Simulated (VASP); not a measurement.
## AgCl (Chlorargyrite): relaxation of the atoms with PBEsol

AgCl (Chlorargyrite):

```xyz
2
Lattice="0.0000 2.7042 2.7042 2.7042 0.0000 2.7042 2.7042 2.7042 0.0000" Properties=species:S:1:pos:R:3 pbc="T T T"
Ag    0.0000    0.0000    0.0000
Cl    2.7042    2.7042    2.7042
```

The cell isn't the ideal one: a relaxed cell with its volume scaled by 0.98.

* Program: VASP 6.6.1
* Task: relaxation of the atoms
* Functional: PBEsol
* Potentials or basis: VASP PAW PBE potentials, release 64 (Ag, Cl)
* Cutoff: 600 eV
* k mesh: 8 × 8 × 8
* Occupations: gaussian, width 0.03 eV
* Spin: no spin polarisation
* Further INCAR settings: ALGO = Fast; EDIFF = 1e-07; IBRION = 2; EDIFFG = -0.01; NSW = 40

```yaml
Pressure_after_relaxing: 1.2 GPa
Band_gap_on_the_k_mesh: 0.72 eV, indirect (least direct gap 3.31 eV)
```

Final structure:
```
Ag Cl
1.0
     0.00000    2.70422    2.70422
     2.70422    0.00000    2.70422
     2.70422    2.70422    0.00000
Ag Cl
1 1
Cartesian
  0.0000 0.0000 0.0000
  2.7042 2.7042 2.7042
```

Levels at points of the mesh, in eV from the valence-band top:
| k point | band 6 | band 7 | band 8 | band 9 | band 10 | band 11 | band 12 | band 13 |
| --- | --- | --- | --- | --- | --- | --- | --- | --- |
| (0.00, 0.00, 0.00) | -2.77 | -2.65 | -2.65 | -2.65 | 0.72 | 10.72 | 10.72 | 10.72 |
| (0.50, 0.00, 0.00) | -2.36 | -2.00 | 0.00 | 0.00 | 3.82 | 6.87 | 7.38 | 7.38 |
| (0.50, 0.50, 0.00) | -2.54 | -2.21 | -2.21 | -2.07 | 2.10 | 7.75 | 8.71 | 11.74 |

Wall time 11 s on 1 thread of AMD EPYC 9R45 96-Core Processor (Zen 5), on a shared host, peak memory 0.15 GiB.

Caveat: the relaxation stopped at its first step, so nothing moved; the PAW data sets were made with another functional, which shifts forces and pressure a little. A k mesh can miss the band edges.
